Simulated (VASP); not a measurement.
Input of a VASP 6.6.1 run:

INCAR

```
  ALGO = Fast
  DIPOL = 0.5 0.5 0.500
  EDIFF = 1E-7
  ENCUT = 600
  GGA = PE
  IDIPOL = 3
  ISIF = 2
  ISMEAR = -1
  LASPH = T
  LCHARG = F
  LDIPOL = T
  LREAL = F
  LWAVE = F
  NBANDS = 18
  NELM = 80
  NELMDL = 0
  PREC = Accurate
  SIGMA = 0.05
```

KPOINTS

```
k-points
0
Monkhorst-Pack
  8 8 1
```

POSCAR

```
Na
1.0
    3.7670009976      0.0000000000      0.0000000000
   -1.8835004988      3.2623185600      0.0000000000
    0.0000000000      0.0000000000     21.1540000000
Na
3
Direct
    0.3333333333      0.6666666666      0.3545428761
    0.6666666667      0.3333333334      0.5000000000
    0.3333333333      0.6666666666      0.6454571239
```

Potentials or basis: VASP PAW PBE potentials, release 64 (Na_pv).

Command:

```sh
$ cat potpaw_PBE.64/Na_pv/POTCAR > POTCAR
$ mpirun -np 1 vasp_std > vasp.out
```

(1) What does it give for the largest force?

Results:

(1) 0.013 eV/Å.
